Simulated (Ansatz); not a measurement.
Ge under changes of volume

One of the cells (18.253 Å³/atom); the others are scaled copies at fixed shape and fractional positions:

```
CELL_PARAMETERS angstrom
1.48805 -2.59469 0.00000
1.48805 2.59469 0.00000
0.00000 0.00000 4.72760
ATOMIC_POSITIONS crystal
Ge 0.33345 0.66655 0.25000
Ge 0.66655 0.33345 0.75000
```

This isn't the form of Ge at room conditions, which is diamond.

```yaml
Program: Ansatz 0.2.0
Functional: HSE06
Potentials_or_basis: Ansatz PAW
Cutoff: "420 eV (not typed: the program's choice for these potentials)"
k_mesh: 6 × 6 × 4
Occupations: fermi-dirac, width 0.05 eV
Spin: no spin polarisation
```

```tsv
volume (Å³/atom)	energy over the lowest point (meV/atom)	pressure (GPa)	largest force (eV/Å)
17.158	26.30	6.7	0.008
17.523	?	?	?
17.888	4.71	2.8	0.003
18.253	0.41	1.0	0.003
18.618	0.00	-0.6	0.004
18.984	3.10	-2.0	0.003
19.349	9.36	-3.3	0.002
```

Task: What does the run at 17.523 Å³/atom give?

Result: Energy over the lowest point 13.29 meV/atom; pressure 4.7 GPa; largest force 0.005 eV/Å.

Worked out: A Birch-Murnaghan fit of order 3 (a polynomial in V^(-2/3)) to the other rows has its minimum at 18.48 Å³/atom with B0 = V·E''(V) = 81 GPa and B' = 3.7 at fixed shape and positions, which overstates the stiffness. It gives 13.18 meV/atom at 17.523 Å³/atom, against the run's 13.29, and -dE/dV = 4.7 GPa, against 4.7.

Energies are extrapolated to zero smearing.

Caveats: all runs use coarse meshes; the PAW data sets come from PBE, with cores solved anew for the run's functional, which leaves a small shift of forces and pressure; the thresholds are loose for stress.
